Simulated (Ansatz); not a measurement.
# Sb (Antimony): the cost of one run

All numbers are computed with Ansatz 0.2.0, driven from Python. Level of theory: DFT PBE, plane waves, PAW.

### 1 The system

It takes space group Fm-3m (No. 225, cubic). The conventional cell has a = 4.610 Å, b = 4.610 Å, c = 4.610 Å, α = 90.00°, β = 90.00°, γ = 90.00°. Around Sb (site symmetry m-3m) lie 12 Sb at 3.26 Å.

No structure file is read: the coordinates are typed or built in the script.

### 2 Script

Input file sb_compress.py:

```python
"""Cell of Sb under pressure."""

import ansatz as az
import numpy as np

FUNCTIONAL = "pbe"
CUTOFF_EV = 470
OCCUPATIONS = "Methfessel-Paxton"

def edges_and_angles(cell):
    cell = np.asarray(cell)
    a, b, c = np.linalg.norm(cell, axis=1)
    cosines = cell[1] @ cell[2] / (b * c), cell[0] @ cell[2] / (a * c), cell[0] @ cell[1] / (a * b)
    return (a, b, c, *np.degrees(np.arccos(cosines)))

crystal = (
    az.Lattice.fcc(4.61)
    .space_group(225)
    .atom("Sb", (0.0, 0.0, 0.0))
    .primitive()
)

base = crystal.calculation()
base = base.functional(FUNCTIONAL)
base = base.basis(CUTOFF_EV).kpoints(10)
base = base.occupations(OCCUPATIONS)

# H = F + PV, with 1 GPa A^3 = 1/160.21766 eV
rows = []
for pressure in [0, 10, 20, 30, 40]:
    out = base.relax(cell=True, pressure=pressure, force_tolerance=0.01).run()
    cell = out.lattice.cell_ang
    n_atoms = len(out.lattice.sites)
    volume = abs(np.linalg.det(cell)) / n_atoms
    enthalpy = out.report["free_energy_ev"] / n_atoms + pressure * volume / 160.21766
    rows.append((pressure, volume, enthalpy, *edges_and_angles(cell)))
    print(f"{pressure} GPa done: {volume:.4f} A^3/atom")

print(" P (GPa)  V (A^3/atom)  H (eV/atom)     a       b       c")
for row in rows:
    print("{:8.1f} {:12.4f} {:14.5f} {:7.4f} {:7.4f} {:7.4f}".format(*row[:6]))
p, v = np.array([row[0] for row in rows], float), np.array([row[1] for row in rows])
print("mean bulk modulus between rows (GPa):", np.round(-np.diff(p) / np.diff(np.log(v)), 1))
```

### 3 The calls as engine input

The package turns the script's settings into the engine's input (first run):

```yaml
crystal:
  lattice:
    bravais: fcc
    a: 4.61
  space_group: 225
  atoms:
    - { symbol: Sb, position: [0.0, 0.0, 0.0] }
  reduce_to_primitive: true
basis:
  ecutwfc: 470.0
kpoints:
  mp_grid:
    grid: [10, 10, 10]
hamiltonian:
  xc: pbe
scf:
  occupations:
    method: methfessel_paxton
relax:
  f_tol: 0.01
  cell:
    p_target: 0.0
```

### 4 The run

Started as:

```sh
> python sb_compress.py
```

Q: Estimate wall time and peak memory on 1 thread of Arm Neoverse V2, shared host.

About 16 s, with a peak of 0.37 GiB.
